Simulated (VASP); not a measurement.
Write the native input for VASP 6.6.1 that does the following.

```yaml
Task: single point
Functional: PBE-based screened hybrid
Potentials_or_basis: VASP PAW PBE potentials, release 64 (Ca_sv, O)
Cutoff: 520 eV
k_mesh: 4 × 4 × 4
Occupations: gaussian, width 0.01 eV
Spin: no spin polarisation
Dipole_correction: no
Exchange_at_q_=_0: truncated
Grid_for_exact_exchange_PRECFOCK: Normal
Share_of_exact_exchange: 0.05
Screening_parameter: 0.2078
Further_INCAR_settings: ALGO = Normal; EDIFF = 1e-06; NBANDS = 15
```

CaO:

```
Ca O
1.0
     0.00000    2.60673    2.60673
     2.60673    0.00000    2.60673
     2.60673    2.60673    0.00000
Ca O
1 1
Direct
  0.00000 0.00000 0.00000
  0.25000 0.25000 0.25000
```

The cell was built by a generator and needn't be a form met in nature.

The input as run:

POSCAR

```
CaO
1.0
    0.0000000000      2.6067317416      2.6067317416
    2.6067317416      0.0000000000      2.6067317416
    2.6067317416      2.6067317416      0.0000000000
Ca O
1 1
Direct
    0.0000000000      0.0000000000      0.0000000000
    0.2500000000      0.2500000000      0.2500000000
```

INCAR.step1

```
ALGO = Normal
EDIFF = 1E-5
ENCUT = 520
GGA = PE
ISIF = 2
ISMEAR = 0
LASPH = True
LREAL = False
LWAVE = True
NBANDS = 15
NELM = 100
PREC = Accurate
SIGMA = 0.01
```

INCAR.step2

```
AEXX = 0.05
ALGO = Normal
EDIFF = 1E-6
ENCUT = 520
GGA = PE
HFSCREEN = 0.2078
ISIF = 2
ISMEAR = 0
ISTART = 1
LASPH = True
LCHARG = True
LELF = True
LHFCALC = True
LREAL = False
LVHAR = True
LWAVE = False
NBANDS = 15
NELM = 100
PREC = Accurate
PRECFOCK = Normal
SIGMA = 0.01
```

KPOINTS

```
k-points
0
Gamma
  4 4 4
```

Potentials or basis: VASP PAW PBE potentials, release 64 (Ca_sv, O).

Run with:

```sh
$ cat potpaw_PBE.64/Ca_sv/POTCAR potpaw_PBE.64/O/POTCAR > POTCAR
$ cp INCAR.step1 INCAR
$ mpirun -np 1 vasp_std > vasp.out
$ cp INCAR.step2 INCAR
$ mpirun -np 1 vasp_std > vasp.out
```

It gave:

```yaml
Pressure: 1.6 GPa
Band_gap_on_the_k_mesh: 3.59 eV, indirect (least direct gap 4.22 eV)
```

Caveat: the k mesh is coarse (spacing up to 0.52 Å⁻¹), so the values aren't converged; the PAW data sets were made with another functional, which shifts forces and pressure a little.

Run time: 110 s on 1 thread of Intel(R) Xeon(R) 6975P-C (Granite Rapids), on a shared host, peak memory 0.27 GiB.
